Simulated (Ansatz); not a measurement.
Relaxed bulk HgTe, space group F-43m (No. 216):

```
CELL_PARAMETERS angstrom
0.00000 3.32480 3.32480
3.32480 0.00000 3.32480
3.32480 3.32480 0.00000
ATOMIC_POSITIONS crystal
Hg 0.00000 0.00000 0.00000
Te 0.75000 0.75000 0.75000
```

Theory: DFT PBE, scalar-relativistic, plane waves, PAW in Ansatz 0.2.0. Cutoff 420 eV, k spacing 0.19 to 0.25 Å⁻¹, dipole correction; no spin polarisation.

Slabs with different planes and terminations (top/bottom plane) are cut from it in 1×1 cells and relaxed. Each holds whole formula units counted by Hg and an excess Δn of Te (negative: a deficit); ΔE is its energy over those formula units in the bulk and the excess in the standard state of Te. The formation energy of HgTe is -0.349 eV a formula unit (uncorrected), so Δμ(Te) runs from -0.349 eV to 0 if no other compound intervenes.

| slab | A (Å²) | Δn(Te) | ΔE (eV) |
| --- | --- | --- | --- |
| (100) Te/Te, Hg4Te5 | 22.11 | +1.00 | 1.753 |
| (100) Hg/Te, Hg4Te4 | 22.11 | 0 | 1.909 |

Task: Work out each slab's surface energy at the Te-rich and Te-poor ends.

Result: γ = [ΔE − Δn·Δμ(Te)]/(2A) × 16.02 J/m² per eV/Å², the mean of both faces:

```csv
slab,Te-rich (J/m²),Te-poor (J/m²)
"(100) Te/Te, Hg4Te5",0.64,0.76
"(100) Hg/Te, Hg4Te4",0.69,0.69
```

Task: Does the lowest surface change with the conditions?

Result: Yes: among these slabs (100) Te/Te, Hg4Te5 is lowest at the Te-rich end and (100) Hg/Te, Hg4Te4 at the Te-poor end. Their lines cross where (ΔE − Δn·Δμ)/A is equal, at Δμ(Te) = -0.16 eV, with γ = 0.69 J/m².

Only the planes named were cut, so another facet can lie lower still. Reconstructions in larger cells weren't sought.

The two (100) slabs lie close in energy, and the preference for Te/Te at the Te-rich end reverses within the allowed range because only that slab carries excess Te. The range itself is narrow since Hg–Te bonds are weak: relativistic contraction holds the Hg 6s electrons tightly and makes them reluctant to bond.

The Hg/Te value is an average over two chemically different faces, so its win at the Te-poor end doesn't identify a stable termination. If the faces are nearly independent, the Hg face must be cheaper than the Te face there, and an all-Hg slab would probably lie lower than the mixed one. The crossing is then better read as a change from Te to Hg termination. That independence is only approximate, as electrons can pass from the Hg dangling bonds to the partly empty Te ones, which lowers the mixed slab's energy but leaves a field across it. A Hg/Hg slab would be needed to separate these contributions.
